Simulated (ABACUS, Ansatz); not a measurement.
This is a calculation of SrCl2 for ABACUS 3.10.1. 

File INPUT:

```
INPUT_PARAMETERS
suffix              SrCl2
calculation         scf
basis_type          pw
pseudo_dir          ./
symmetry            1
dft_functional      pbe
ecutwfc             68
pseudo_rcut         10
nspin               1
nbands              16
ks_solver           dav
smearing_method     fd
smearing_sigma      0.00367493
scf_thr             1e-08
scf_nmax            100
mixing_type         broyden
mixing_beta         0.7
cal_force           1
cal_stress          1
kpar                4
```

File STRU:

```
ATOMIC_SPECIES
Sr 87.6200 Sr.upf
Cl 35.4500 Cl.upf

LATTICE_CONSTANT
1.8897261246

LATTICE_VECTORS
0.0000000000 3.4883500000 3.4883500000
3.4883500000 0.0000000000 3.4883500000
3.4883500000 3.4883500000 0.0000000000

ATOMIC_POSITIONS
Direct

Sr
0.0
1
0.0000000000 0.0000000000 0.0000000000 1 1 1

Cl
0.0
2
0.7500000000 0.7500000000 0.7500000000 1 1 1
0.2500000000 0.2500000000 0.2500000000 1 1 1
```

The input KPT:

```
K_POINTS
0
Gamma
7 7 7 0 0 0
```

Potentials or basis: PseudoDojo NC SR 0.4.1 PBE standard, plane waves.

Launch:

```sh
$ OMP_NUM_THREADS=1 mpirun -np 4 abacus > log
```

Problem. Set up the same calculation for Ansatz 0.2.0. Potentials or basis there: all-electron LAPW, scalar-relativistic.

Solution. As run (cutoffs and basis follow the program's own potentials, and thresholds, step limits or extra output files can differ):

The input input.yaml:

```yaml
crystal:
  lattice:
    - [0.0, 3.48835, 3.48835]
    - [3.48835, 0.0, 3.48835]
    - [3.48835, 3.48835, 0.0]
  atoms:
    - { symbol: Sr, position: [0.0, 0.0, 0.0] }
    - { symbol: Cl, position: [0.75, 0.75, 0.75] }
    - { symbol: Cl, position: [0.25, 0.25, 0.25] }
kpoints:
  mp_grid: { grid: [7, 7, 7] }
scf:
  occupations: { method: fermi_dirac, width: 0.05 }
hamiltonian:
  xc: pbe
  pseudopotentials: { kind: all_electron, lapw: { basis_error: 0.001 } }
output:
  forces: true
  stress: true
  eigenvalues: true
  populations: true
```

Potentials or basis: all-electron LAPW, scalar-relativistic.

The run is started by

```bash
$ ansatz run input.yaml --threads 2 --pin off --max-ram 6144MiB --backend cpu --events-out ev --progress --plain --runs-dir out
```

Both were run:

|  | ABACUS | Ansatz |
| --- | --- | --- |
| Pressure | 1.0 GPa | 1.0 GPa |

Where Ansatz's input types no cutoff or centring, it takes its own default and a Γ-centred mesh.

Pressure is positive in compression.
